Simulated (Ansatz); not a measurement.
**Sn: energies, forces and stress near the listed structure**

How do energy, forces, pressure and gap of Sn change under further strains and shifts, other functionals? Each case is one self-consistent run.

Program: Ansatz 0.2.0. Level of theory: DFT PBE, scalar-relativistic, plane waves, PAW, unless a step's input says otherwise. These are calculated values, not measurements.

## Step 1: The system as given

Symmetry: Immm, No. 71, orthorhombic system. The conventional cell has a = 3.453 Å, b = 3.551 Å, c = 4.677 Å, α = 90.00°, β = 90.00°, γ = 90.00°. Sn (site symmetry mmm) is surrounded by 12 Sn at 3.41 to 3.55 Å.

Coordinates:

```
Sn
1.0
    -1.72654    1.77555    2.33834
     1.72654   -1.77555    2.33834
     1.72654    1.77555   -2.33834
Sn
1
Cartesian
  0.0000 0.0000 0.0000
```

The structure comes from the Materials Project (structure only).

## Step 2: A change within the space group

The change: strain xx, yy, zz, yz, xz, xy = -4.1, -5.8, +4.0, +0.0, +0.0, +0.0 %.

Input file input.yaml:

```yaml
crystal:
  lattice:
    - [-1.6558199626, 1.6719083216, 2.4326707163]
    - [1.6558199626, -1.6719083216, 2.4326707163]
    - [1.6558199626, 1.6719083216, -2.4326707163]
  atoms:
    - { symbol: Sn, position: [0.0, 0.0, 0.0] }
basis:
  ecutwfc: 420
kpoints:
  mp_grid: { grid: [16, 16, 16] }
hamiltonian:
  xc: pbe
scf:
  occupations: { method: gaussian, width: 0.1 }
output:
  forces: true
  stress: true
  eigenvalues: true
```

## Step 3: Functional and cell changed: r2SCAN

Input file input.yaml:

```yaml
crystal:
  lattice:
    - [-1.7256757305, 1.7528199984, 2.3498232592]
    - [1.7256757305, -1.7528199984, 2.3498232592]
    - [1.7256757305, 1.7528199984, -2.3498232592]
  atoms:
    - { symbol: Sn, position: [0.0, 0.0, 0.0] }
basis:
  ecutwfc: 500
kpoints:
  mp_grid: { grid: [16, 16, 16] }
hamiltonian:
  xc: r2scan
scf:
  occupations: { method: gaussian, width: 0.1 }
output:
  forces: true
  stress: true
  eigenvalues: true
```

What does the calculation give? Wanted: for each run, case; energy; pressure; largest force.

The runs gave:

```
step                                 case  energy (meV/atom)  pressure (GPa)  largest force (eV/Å)  gap on the mesh (eV)
   2      a change within the space group               +0.0             2.1                  0.00                  0.00
   3  functional and cell changed: r2SCAN                n/a            -1.9                  0.00                  0.00
```

Energies are counted from step 2, with the smearing taken to zero. Other atoms or functionals have another zero of energy (n/a). A gap of 0.00 means none on the mesh at this level.
